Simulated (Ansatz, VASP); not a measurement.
# W: VASP beside Ansatz

File INCAR:

```
PREC     = Accurate       # precision mode
ENCUT    = 520            # plane-wave cutoff, eV
EDIFF    = 1E-8           # SCF threshold, eV
ISMEAR   = -1             # smearing method
SIGMA    = 0.05           # smearing width, eV
LREAL    = False          # projectors in reciprocal space
LASPH    = True           # aspherical terms in the spheres
NELM     = 100            # most SCF steps
ALGO     = Normal         # electronic algorithm
ISIF     = 2              # what is computed and relaxed
LWAVE    = False          # write WAVECAR
LCHARG   = False          # write CHGCAR
GGA      = CA             # functional
LEFG     = True         
NBANDS   = 13             # bands
```

Contents of KPOINTS:

```
regular mesh
0
Gamma
  14 14 14
```

Contents of POSCAR:

```
W
1.0
    0.0000000000      1.9955865722      1.9955865722
    1.9955865722      0.0000000000      1.9955865722
    1.9955865722      1.9955865722      0.0000000000
W
1
Direct
    0.0000000000      0.0000000000      0.0000000000
```

Input for Ansatz:

```yaml
crystal:
  lattice:
    - [0.0, 1.9955865722, 1.9955865722]
    - [1.9955865722, 0.0, 1.9955865722]
    - [1.9955865722, 1.9955865722, 0.0]
  atoms:
    - { symbol: W, position: [0.0, 0.0, 0.0] }
kpoints:
  mp_grid: { grid: [14, 14, 14] }
scf:
  occupations: { method: fermi_dirac, width: 0.05 }
hamiltonian:
  xc: lda
  pseudopotentials: { kind: all_electron, datasets: crystal }
output:
  forces: true
  stress: true
  eigenvalues: true
  efg: { contact_densities: true }
```

Change from the starting cell: volume scaled by 0.95, crystal datasets.

Alike in both runs: task electric field gradients; functional LDA; k mesh 14 × 14 × 14; occupations fermi-dirac, width 0.05 eV; no spin polarisation.

```csv
,VASP,Ansatz
version,VASP 6.6.1,Ansatz 0.2.0
potentials or method,"VASP PAW LDA potentials, release 64 (W_sv)","all-electron PAW with datasets made for the crystal, scalar-relativistic"
plane-wave cutoff (eV),520,see its input
```

Ansatz gave:

| Quantity | Value |
| --- | --- |
| pressure (GPa) | -4.0 |
| Vzz of the field gradient on the site that differs most (V/Å²) | 0.0 |

Problem. Estimate VASP's values.

Solution. Pressure (GPa): -2.3; Vzz of the field gradient on the site that differs most (V/Å²): 0.0.

Ansatz ran all-electron here, so the differences hold the error of VASP's frozen core and of both bases. Ansatz warned: «gradients_without_spin_orbit».

Spin-orbit coupling is left out, which matters for the levels of W.
